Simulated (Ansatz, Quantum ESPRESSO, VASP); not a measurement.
**ZnS: highest zone-centre phonon by level of theory**

It takes space group F-43m (No. 216, cubic). The conventional cell has a = 5.404 Å, b = 5.404 Å, c = 5.404 Å, α = 90.00°, β = 90.00°, γ = 90.00°. Zn (site symmetry -43m) is surrounded by 4 S at 2.34 Å. Around S (site symmetry -43m) lie 4 Zn at 2.34 Å.

```tsv
rung	level	program and potentials	cutoff (eV)	k mesh	smearing	task	highest zone-centre phonon (cm⁻¹)	notes
LDA	LDA	Ansatz, all-electron LAPW, scalar-relativistic	-	7 × 7 × 7	fermi-dirac 0.05	phonons	262	-
GGA	PBE	Quantum ESPRESSO, GBRV 1.5 PBE	762	6 × 6 × 6, shifted	fermi-dirac 0.05	phonons	271	13 valence electrons an atom on average
GGA	PBE	Quantum ESPRESSO, GBRV 1.5 PBE	762	4 × 4 × 4, shifted	fermi-dirac 0.05	phonons	271	13 valence electrons an atom on average
GGA	PBE	Quantum ESPRESSO, JTH 2.0 PBE	735	6 × 6 × 6, shifted	fermi-dirac 0.05	phonons	270	9 valence electrons an atom on average
GGA	PBE	Quantum ESPRESSO, JTH 2.0 PBE	735	4 × 4 × 4, shifted	fermi-dirac 0.05	phonons	270	9 valence electrons an atom on average
GGA	PBE	Quantum ESPRESSO, SG15 PBE 1.2	952	6 × 6 × 6, shifted	fermi-dirac 0.05	phonons	262	13 valence electrons an atom on average; cell relaxed first (20.19 Å³/atom)
GGA	PBE	Quantum ESPRESSO, SG15 PBE 1.2	952	4 × 4 × 4, shifted	fermi-dirac 0.05	phonons	273	13 valence electrons an atom on average
GGA	PBE	Quantum ESPRESSO, SSSP 1.3 efficiency PBE	748	6 × 6 × 6, shifted	fermi-dirac 0.05	phonons	271	13 valence electrons an atom on average
GGA	PBE	Quantum ESPRESSO, SSSP 1.3 efficiency PBE	748	4 × 4 × 4, shifted	fermi-dirac 0.05	phonons	271	13 valence electrons an atom on average
GGA	PBE	VASP, PBE PAW files S, Zn, 520 eV	520	9 × 9 × 9	gaussian 0.02	Born charges and dielectric tensor	271	9 valence electrons an atom on average
GGA	PBE	VASP, PBE PAW files S, Zn, 600 eV	600	7 × 7 × 7	gaussian 0.02	phonons	260	9 valence electrons an atom on average; cell relaxed first (20.21 Å³/atom)
meta-GGA	r2SCAN	VASP, PBE PAW files S, Zn, 600 eV	600	7 × 7 × 7	gaussian 0.05	elastic constants	271	potentials made for PBE; 9 valence electrons an atom on average; cell relaxed first (19.57 Å³/atom)
```

All rows: no spin polarisation. Smearing widths are in eV. The cell comes from a database and isn't always the measured one. Meshes differ between rows, which moves values too. All levels ran on this one cell, unrelaxed unless noted. Frequencies are at q = 0 without the long-range field, so in polar crystals they are those of transverse modes; the cell's volume weighs on them. Meshes are those of the run's cell of 2 atoms unless a note names another. Runs on faulty files, with rough fits or with known faults for this quantity aren't shown. No row holds spin-orbit coupling.

By rung: LDA 262; GGA 270 to 273; GGA in relaxed cells 260 to 262; meta-GGA in relaxed cells 271 (cm⁻¹).
